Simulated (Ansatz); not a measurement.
**Zone-centre modes in SiO2**

Theory: DFT PBE, scalar-relativistic, plane waves, PAW in Ansatz 0.2.0. The runs took a 420 eV cutoff, a Γ-centred 6×6×6 mesh and Gaussian smearing (0.05 eV). No spin polarisation.

The undisturbed cell (relaxed at this level; this form isn't the usual structure):

```
CELL_PARAMETERS angstrom
-2.51337 2.51337 3.68939
2.51337 -2.51337 3.68939
2.51337 2.51337 -3.68939
ATOMIC_POSITIONS crystal
Si 0.00000 0.00000 0.00000
Si 0.75000 0.25000 0.50000
O 0.96701 0.62500 0.84201
O 0.37500 0.21701 0.34201
O 0.78299 0.12500 0.15799
O 0.87500 0.03299 0.65799
```

Harmonic modes by finite displacements of 0.02 Å, without the LO–TO term.

At this geometry, is the structure stable against these modes?

Yes: no mode is imaginary beyond 10 cm⁻¹, and only the three translations lie near zero.

List the wavenumbers in cm⁻¹.

0, 0, 0, 128, 128, 301, 353, 405, 419, 441, 441, 739, 751, 751, 1035, 1044, 1044, 1093.